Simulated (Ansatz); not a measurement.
**BaTiO3: equation of state**

The task here is to estimate one member of a computed series from the others.

Method: DFT PBE, scalar-relativistic, in Ansatz 0.2.0.

## The starting structure

Symmetry: Pm-3m, No. 221, cubic system. The conventional cell has a = 4.007 Å, b = 4.007 Å, c = 4.007 Å, α = 90.00°, β = 90.00°, γ = 90.00°. Ba (site symmetry m-3m) has 12 O at 2.83 Å as nearest neighbours. Ti (site symmetry m-3m) is surrounded by 6 O at 2.00 Å. Around O (site symmetry 4/mmm) lie 2 Ti at 2.00 Å and 4 Ba at 2.83 Å.

Structure file:

```
CELL_PARAMETERS angstrom
4.00730 0.00000 0.00000
0.00000 4.00730 0.00000
0.00000 0.00000 4.00730
ATOMIC_POSITIONS crystal
Ba 0.50000 0.50000 0.50000
Ti 0.00000 0.00000 0.00000
O 0.50000 0.00000 0.00000
O 0.00000 0.50000 0.00000
O 0.00000 0.00000 0.50000
```

Atoms are numbered in the order of the input: Ba1, Ti2, O3, O4, O5.

The first run:

The input, input.yaml:

```yaml
crystal:
  lattice:
    - [3.9254954135, 0.0, 0.0]
    - [0.0, 3.9254954135, 0.0]
    - [0.0, 0.0, 3.9254954135]
  atoms:
    - { symbol: Ba, position: [0.5, 0.5, 0.5] }
    - { symbol: Ti, position: [0.0, 0.0, 0.0] }
    - { symbol: O, position: [0.5, 0.0, 0.0] }
    - { symbol: O, position: [0.0, 0.5, 0.0] }
    - { symbol: O, position: [0.0, 0.0, 0.5] }
kpoints:
  mp_grid: { grid: [8, 8, 8] }
  band_path:
    path:
      - [0.0, 0.0, 0.0]
      - [0.0, 0.5, 0.0]
      - [0.5, 0.5, 0.0]
      - [0.0, 0.0, 0.0]
      - [0.5, 0.5, 0.5]
      - [0.0, 0.5, 0.0]
      - [0.5, 0.5, 0.5]
      - [0.5, 0.5, 0.0]
    npoints: 5
scf:
  occupations: { method: fermi_dirac, width: 0.05 }
hamiltonian:
  xc: pbe
  pseudopotentials: { kind: all_electron, lapw: { basis_error: 0.001 } }
output:
  forces: true
  stress: true
  eigenvalues: true
```

On the command line:

```bash
ansatz run input.yaml --threads 2 --pin off --max-ram 6144MiB --backend cpu --events-out ev --progress --plain --runs-dir out
```

Steps of the session up to this table: Volume × 0.94, LAPW; Volume × 0.94, PAW; Volume × 0.94, crystal datasets; Volume × 0.98, LAPW; Volume × 0.98, PAW; Volume × 0.98, crystal datasets; Volume × 1.01, LAPW; Volume × 1.01, PAW; Volume × 1.01, crystal datasets; Volume × 1.04, LAPW; Volume × 1.04, PAW; Volume × 1.04, crystal datasets.

One of the session's tables, all rows but one given; the rest of the session is left out.

| method | volume (Å³/atom) | gap on the k mesh (eV) |
| --- | --- | --- |
| LAPW | 12.098 | 1.93 |
| LAPW | 12.613 | 1.84 |
| LAPW | 12.999 | 1.78 |
| LAPW | 13.385 | 1.71 |
| PAW | 12.098 | 1.94 |
| PAW | 12.613 | ? |
| PAW | 12.999 | 1.78 |
| PAW | 13.385 | 1.72 |
| crystal datasets | 12.098 | 1.93 |
| crystal datasets | 12.613 | 1.84 |
| crystal datasets | 12.999 | 1.78 |
| crystal datasets | 13.385 | 1.71 |

Q: Estimate the row for PAW, 12.613 from the others.

As computed: gap on the k mesh (eV): 1.85. In the column «gap on the k mesh (eV)» it lies between crystal datasets, 12.613 (1.84) and LAPW, 12.098 (1.93).

Limits of these values: Shape and positions are held, so a fully relaxed modulus can be lower. Spin-orbit coupling is left out, though the cell holds Ba; in elements this heavy it can shift bands and gaps by tenths of an eV. Warnings in the runs' records: gradients without spin orbit, crystal datasets made.
